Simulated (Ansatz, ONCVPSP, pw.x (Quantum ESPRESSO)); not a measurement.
**What a changed setting does to a pw.x run (fcc Mo)**

Potential: optimised norm-conserving Vanderbilt (ONCV), ONCVPSP 4.0.1.1 (patched build), LDA (Perdew-Wang 92); core [Ar] 3d10, reference 4s2 4p6 4d5 5s0.5; waves: 4s+5s: rc 2.15 bohr, ncon 3, nbas 6, qcut 7.3 1/bohr, 2 projectors; 4p: rc 1.45 bohr, ncon 4, nbas 8, qcut 9.3 1/bohr, 2 projectors, debl 1.8 Ha; 4d: rc 2.55 bohr, ncon 4, nbas 9, qcut 6.1 1/bohr, 2 projectors, debl 1.7 Ha; local part: polynomial inside 1.00 bohr (lpopt 5, dvloc0 0 Ha); core correction: Teter function fitted to the true core (icmod 2), fcfact 0.75.

The reference run (k-mesh 14³, cutoffs 85/340 Ry, Fermi–Dirac 0.01 Ry, mixing_beta 0.4, conv_thr 1e-9, no spin) gives 1.07 GPa at 15.256 Å³/atom, where all-electron LAPW gives 0.23 GPa. This run, with its own iteration cap, changes nbnd to 10.

```
&control
  calculation='scf', prefix='x', pseudo_dir='./', outdir='./tmp', tstress=.true., disk_io='none'
/
&system
  ibrav=0, nat=1, ntyp=1, ecutwfc=85, ecutrho=340, nbnd=10,
  occupations='smearing', smearing='fd', degauss=0.01
/
&electrons
  conv_thr=1e-09, mixing_beta=0.4, electron_maxstep=60
/
ATOMIC_SPECIES
Mo 1.0 Mo.UPF
CELL_PARAMETERS angstrom
  0.00000000 1.96850669 1.96850669
  1.96850669 0.00000000 1.96850669
  1.96850669 1.96850669 0.00000000
ATOMIC_POSITIONS crystal
Mo 0.0000 0.0000 0.0000
K_POINTS automatic
14 14 14 0 0 0
```

```bash
pw.x < Mo.scf.in > Mo.scf.out
```

How does the run end?

It converges in 10 iterations; the free energy moves by +0.0 meV/atom and the pressure by +0.00 GPa. The result is that of the reference run.

```
Message from routine setup:
     using ibrav=0 with symmetry is DISCOURAGED, use correct ibrav instead
     lattice parameter (alat)  =       5.2608  a.u.
     unit-cell volume          =     102.9526 (a.u.)^3
     number of electrons       =        14.00
     number of Kohn-Sham states=           10
     kinetic-energy cutoff     =      85.0000  Ry
     charge density cutoff     =     340.0000  Ry
     scf convergence threshold =      1.0E-09
     Exchange-correlation= SLA  PW   NOGX NOGC
     number of k points=   104  Fermi-Dirac smearing, width (Ry)=  0.0100
     iteration #  1     ecut=    85.00 Ry     beta= 0.40
     total energy              =    -162.62710358 Ry
     estimated scf accuracy    <       0.41935373 Ry
     iteration #  2     ecut=    85.00 Ry     beta= 0.40
     total energy              =    -162.63391116 Ry
     estimated scf accuracy    <       0.04665133 Ry
     iteration #  3     ecut=    85.00 Ry     beta= 0.40
     total energy              =    -162.64560162 Ry
     estimated scf accuracy    <       0.00146822 Ry
     iteration #  4     ecut=    85.00 Ry     beta= 0.40
     total energy              =    -162.64535063 Ry
     estimated scf accuracy    <       0.00229212 Ry
     iteration #  5     ecut=    85.00 Ry     beta= 0.40
     total energy              =    -162.64581913 Ry
     estimated scf accuracy    <       0.00000238 Ry
     iteration #  6     ecut=    85.00 Ry     beta= 0.40
     total energy              =    -162.64582050 Ry
     estimated scf accuracy    <       0.00000188 Ry
     iteration #  7     ecut=    85.00 Ry     beta= 0.40
     total energy              =    -162.64582074 Ry
     estimated scf accuracy    <       0.00000004 Ry
     iteration #  8     ecut=    85.00 Ry     beta= 0.40
     total energy              =    -162.64582075 Ry
     estimated scf accuracy    <       0.00000005 Ry
     iteration #  9     ecut=    85.00 Ry     beta= 0.40
     total energy              =    -162.64582076 Ry
     estimated scf accuracy    <          2.2E-09 Ry
     iteration # 10     ecut=    85.00 Ry     beta= 0.40
     the Fermi energy is    21.3590 ev
!    total energy              =    -162.64582076 Ry
     estimated scf accuracy    <          6.1E-11 Ry
     smearing contrib. (-TS)   =      -0.00534441 Ry
     The total energy is F=E-TS. E is the sum of the following terms:
     one-electron contribution =     -15.38213058 Ry
     hartree contribution      =      17.39547475 Ry
     xc contribution           =     -43.86782339 Ry
     ewald contribution        =    -120.78599714 Ry
     convergence has been achieved in  10 iterations
          total   stress  (Ry/bohr**3)                   (kbar)     P=       10.71
     Message from routine punch:
     Nothing written, as per user request (disk_io='none')
```

The run took about 14 s on one core of a shared host (Neoverse-V2, 48 threads, 185 GiB, load 40).
